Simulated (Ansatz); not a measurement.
# SiC: the cost of one run

Program: Ansatz 0.2.0. Level of theory: DFT PBEsol, scalar-relativistic, plane waves, PAW. These are calculated values, not measurements.

16 further runs of the same task are left out: 16 set aside as unsound or not needed. Runs told in other sessions of the task aren't counted.

### 1 The structure to begin with

The structure is hexagonal, space group P6_3mc (No. 186). The conventional cell has a = 3.078 Å, b = 3.078 Å, c = 10.076 Å, α = 90.00°, β = 90.00°, γ = 120.00°. Around Si (site symmetry 3m) lie 4 C at 1.89 Å. Around Si (site symmetry 3m) lie 4 C at 1.88 to 1.89 Å. C (site symmetry 3m) is surrounded by 4 Si at 1.88 to 1.89 Å. Around C (site symmetry 3m) lie 4 Si at 1.89 Å.

Coordinates:

```
CELL_PARAMETERS angstrom
3.07807 0.00000 0.00000
-1.53903 2.66568 0.00000
0.00000 0.00000 10.07581
ATOMIC_POSITIONS crystal
Si 0.66667 0.33333 0.93783
Si 0.33333 0.66667 0.43783
Si 0.00000 0.00000 0.68790
Si 0.00000 0.00000 0.18790
C 0.66667 0.33333 0.74982
C 0.33333 0.66667 0.24982
C 0.00000 0.00000 0.50045
C 0.00000 0.00000 0.00045
```

It goes back to an entry of the Materials Project.

It is the result of an earlier relaxation at this level (volume 10.33 Å³/atom; gap on the mesh: 2.12 eV).

### 4 The grid

The energy is mapped over two homogeneous strains (x along [1 0 0], y along [1 2 0], z along [0 0 1] of the conventional cell).

The axes are (1) normal strain along x: 7 values from −15 to 15 %; (2) normal strain along z: 7 values from −7.00 %.

Nothing else is relaxed (fractional coordinates fixed). Energies count from the relaxed crystal. Points are written as (first, second).

(The set-up runs are not shown.)

### 5 The run at (5 %, −2.33 %)

input.yaml reads:

```yaml
crystal:
  lattice:
    - [3.2319704182, 0.0, 0.0]
    - [-1.6159852091, 2.6656842728, 0.0]
    - [0.0, 0.0, 9.8410426652]
  atoms:
    - { symbol: Si, position: [0.6666666667, 0.3333333333, 0.9378278494] }
    - { symbol: Si, position: [0.3333333333, 0.6666666667, 0.4378278494] }
    - { symbol: Si, position: [0.0, 0.0, 0.6878973398] }
    - { symbol: Si, position: [0.0, 0.0, 0.1878973398] }
    - { symbol: C, position: [0.6666666667, 0.3333333333, 0.7498191768] }
    - { symbol: C, position: [0.3333333333, 0.6666666667, 0.2498191768] }
    - { symbol: C, position: [0.0, 0.0, 0.500454634] }
    - { symbol: C, position: [0.0, 0.0, 0.000454634] }
basis:
  ecutwfc: 520.0
kpoints:
  mp_grid: { grid: [12, 12, 4] }
hamiltonian:
  xc: pbesol
  pseudopotentials: { kind: paw, azcp: { folder: soft_1 } }
scf:
  occupations: { method: gaussian, width: 0.05 }
output:
  forces: true
  stress: true
  eigenvalues: true
  write_density: true
  write_potential: true
  elf: true
  volumetric_format: npy
```

The run is started by

```console
$ ansatz run input.yaml --threads 2 --pin off --max-ram 4096MiB --backend cpu --events-out ev --progress --plain --runs-dir out
```

What time and memory should one allow on 2 threads of Arm Neoverse N1, shared host?

About 42 s, with a peak of 0.54 GiB.
